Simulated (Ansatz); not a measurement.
SnO2 (anatase): zone-centre phonons and dielectric response

Perturbation theory with PBEsol in the plane-wave code Ansatz on the PBEsol cell, ground state and force constants on an 8×8×8 mesh. No spin polarisation. The prototype was imposed, so other structures may be more stable.

The symmetry is I4_1/amd (No. 141, tetragonal); a = 4.012 Å, c = 10.249 Å in the conventional setting, 13.74 Å³ an atom. Sn is surrounded by 6 O at 2.06–2.08 Å; O is surrounded by 3 Sn at 2.06–2.08 Å.

```
CELL_PARAMETERS angstrom
-2.00583 2.00583 5.12441
2.00583 -2.00583 5.12441
2.00583 2.00583 -5.12441
ATOMIC_POSITIONS crystal
Sn 0.75000 0.25000 0.50000
Sn 0.00000 0.00000 0.00000
O 0.54709 0.04709 0.50000
O 0.79709 0.79709 0.00000
O 0.20291 0.20291 0.00000
O 0.95291 0.45291 0.50000
```

Optical modes without the longitudinal term:

| ω (cm⁻¹) | degeneracy | IR intensity, summed over the level ((D/Å)²/amu) |
| --- | --- | --- |
| 144 | 2 | 0.00 |
| 174 | 2 | 0.00 |
| 242 | 2 | 16.62 |
| 278 | 1 | 0.00 |
| 435 | 1 | 31.57 |
| 504 | 1 | 0.00 |
| 515 | 1 | 0.00 |
| 556 | 2 | 57.88 |
| 563 | 1 | 0.00 |
| 720 | 2 | 0.00 |

All optical modes at Γ are real, from 144 to 720 cm⁻¹ without the longitudinal term; this says nothing of other wave vectors. The long-range field leaves the highest mode where it is. Of the real levels 3 are infrared active, the strongest at 556 cm⁻¹.

ε∞: 4.22 along x and y, 4.32 along z. With the ions relaxed, ε⁰ is 10.3 along x and y, 8.6 along z. Born charges, averaged over directions: Sn +4.17, O -2.09 e. The program notes that the ground state's band table doesn't vouch for all the bands that the response reads.

For comparison, on the r2SCAN cell the mean ε∞ is 3.77 with r2SCAN (ground state on 8×8×8; least gap 2.33 eV), 4.13 with PBE.

Spin-orbit coupling is left out, which matters wherever the heavy atoms make up the band edges.
